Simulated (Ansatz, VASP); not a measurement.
Ti in VASP and in Ansatz

POSCAR

```
Ti
1.0
    0.0000000000      2.0343910907      2.0343910907
    2.0343910907      0.0000000000      2.0343910907
    2.0343910907      2.0343910907      0.0000000000
Ti
1
Direct
    0.0000000000      0.0000000000      0.0000000000
```

INCAR.step1

```
PREC = Accurate ; ENCUT = 520
ISMEAR = 0 ; SIGMA = 0.1
LREAL = F ; LASPH = T
NELM = 80 ; NBANDS = 12
GGA = PE ; ALGO = Normal
EDIFF = 1E-4 ; LWAVE = T
LCHARG = F
```

INCAR.step2

```
PREC = Accurate ; ENCUT = 520
EDIFF = 1E-6 ; ISMEAR = 0
SIGMA = 0.1 ; LREAL = F
LASPH = T ; NELM = 80
ALGO = Normal ; ISIF = 2
LWAVE = F ; LCHARG = T
METAGGA = R2SCAN ; LMIXTAU = T
LELF = T ; LVHAR = T
NBANDS = 12 ; ISTART = 1
```

KPOINTS

```
regular mesh
0
Gamma
  18 18 18
```

Input for Ansatz:

```yaml
crystal:
  lattice:
    - [0.0, 2.0343910879, 2.0343910879]
    - [2.0343910879, 0.0, 2.0343910879]
    - [2.0343910879, 2.0343910879, 0.0]
  atoms:
    - { symbol: Ti, position: [0.0, 0.0, 0.0] }
basis:
  ecutwfc: 500
kpoints:
  mp_grid: { grid: [18, 18, 18] }
hamiltonian:
  xc: r2scan
scf:
  occupations: { method: gaussian, width: 0.1 }
output:
  forces: true
  stress: true
  eigenvalues: true
```

Alike in both runs: task single point; functional r2SCAN; k mesh 18 × 18 × 18; occupations gaussian, width 0.1 eV; no spin polarisation.

|  | VASP | Ansatz |
| --- | --- | --- |
| version | VASP 6.6.1 | Ansatz 0.2.0 |
| potentials or method | VASP PAW PBE potentials, release 64 (Ti_sv) | scalar-relativistic, plane waves, PAW |
| plane-wave cutoff (eV) | 520 | 500 |
| valence electrons in the cell | 12 | 12 |

|  | VASP | Ansatz | Ansatz less VASP |
| --- | --- | --- | --- |
| gap on the k mesh at the Fermi level (eV) | none | none | - |
| pressure (GPa) | 4.0 | 3.6 | -0.43 |

A gap of «none» marks a metal or a gap that the smearing closes. The functional is the same, so the differences come from potentials, cutoffs and numerics.

Caveats: the PAW data sets were made with another functional, which shifts forces and pressure a little (VASP).
